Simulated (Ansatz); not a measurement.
Relaxation of CuO

Theory: Ansatz 0.2.0, DFT PBE, scalar-relativistic, plane waves, PAW. (420 eV cutoff, 14×14×8 k-mesh, Gaussian smearing of 0.10 eV, no spin polarisation)

What was changed: relaxed at 2 GPa.

Command:

```bash
ansatz run input.yaml --threads 1 --pin off --max-ram 2560MiB --backend cpu --events-out ev --progress --plain --runs-dir out
```

Input:

```yaml
crystal:
  lattice:
    - [2.0688718868, -2.0746276916, 0.0]
    - [2.0688718868, 2.0746276916, 0.0]
    - [0.0, 0.0, 5.1184126741]
  atoms:
    - { symbol: Cu, position: [0.0, 0.5, 0.0] }
    - { symbol: Cu, position: [0.5, 0.0, 0.5] }
    - { symbol: O, position: [0.5, 0.5, 0.25] }
    - { symbol: O, position: [0.5, 0.5, 0.75] }
basis:
  ecutwfc: 420
kpoints:
  mp_grid: { grid: [14, 14, 8] }
hamiltonian:
  xc: pbe
scf:
  occupations: { method: gaussian, width: 0.1 }
output:
  forces: true
  stress: true
  eigenvalues: true
relax:
  adjacent_minimum: "off"
  f_tol: 0.008
  max_steps: 50
  cell: { stress_tol: 0.08, p_target: 2.0 }
```

F is the free energy. Steps run on the plane waves of an earlier cell, but the last one, and at times one on the way, on a freshly chosen basis, so a repeated geometry can differ a little in energy. The relaxation lowers the enthalpy F + PV at the target pressure, so F itself can rise.

Steps:

```
step F − F(1) (eV) largest force component (eV/Å) V (Å³/atom) P (GPa)
   1         0.0000                           0.000       10.984     3.04
   2        -0.0018                           0.000       11.009     2.53
   3        -0.0030                           0.000       11.037     2.01
   4        -0.0039                           0.000       11.037     2.04
```

Relaxed structure:

```yaml
crystal:
  lattice:
    - [2.06931, -2.07321, 0.00000]
    - [2.06931, 2.07321, 0.00000]
    - [0.00000, 0.00000, 5.14511]
  atoms:
    - { symbol: Cu, position: [0.00000, 0.50000, 0.00000] }
    - { symbol: Cu, position: [0.50000, 0.00000, 0.50000] }
    - { symbol: O, position: [0.50000, 0.50000, 0.25000] }
    - { symbol: O, position: [0.50000, 0.50000, 0.75000] }
```

The structure is orthorhombic, space group Cccm (No. 66). Conventional cell: a = 4.139 Å, b = 4.146 Å, c = 5.145 Å, α = 90.00°, β = 90.00°, γ = 90.00°. Cu (site symmetry 2/m) has 4 O at 1.95 Å as nearest neighbours. Around O (site symmetry 222) lie 4 Cu at 1.95 Å.

The run converged. The run took 70 s on 1 thread of Arm Neoverse V2, with other jobs on the host, peak memory 0.54 GiB.